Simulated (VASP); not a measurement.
Here is the system:

```
CELL_PARAMETERS angstrom
      0.00000     2.48793     2.48793
      2.48793     0.00000     2.48793
      2.48793     2.48793     0.00000
ATOMIC_POSITIONS crystal
  In 0.00000 0.00000 0.00000
  N  0.25000 0.25000 0.25000
```

All values below come from revPBE GGA, VASP's PBE PAW potentials (set 64) (plane waves; VASP). Run with 560 eV cut-off, 21×21×21 Γ-centred mesh shifted by (0.5, 0.5, 0.5), Fermi-Dirac smearing of 0.14 eV, potentials In_d N.

Energy and stress use the plane-wave basis of the starting cell.

The ions, cell shape and volume are relaxed. What does this cell relax into?

```
CELL_PARAMETERS angstrom
      0.00000     2.54200     2.54200
      2.54200     0.00000     2.54200
      2.54200     2.54200     0.00000
ATOMIC_POSITIONS crystal
  In 0.00000 0.00000 0.00000
  N  0.25000 0.25000 0.25000
```
Space group F-43m (216), at a tolerance of 0.03 Å.

How do energy and volume change from the first to the last step?

The energy (σ→0) changes by -25.3 meV/atom and the volume by +6.7 %, in 3 ionic steps.

The structure comes from a computed database's InN entry; how it stands against other phases isn't given here. This run relaxes it. Symmetry was kept, so distortions that lower it aren't found. The run is one of a series of settings (EDIFF = 1E-09, EDIFFG = -0.005, ENCUT = 560, IBRION = 2, ISIF = 3, NSW = 50, KPOINTS 21×21×21 Γ-centred mesh shifted by (0.5, 0.5, 0.5) against the base run), some of them coarse on purpose.
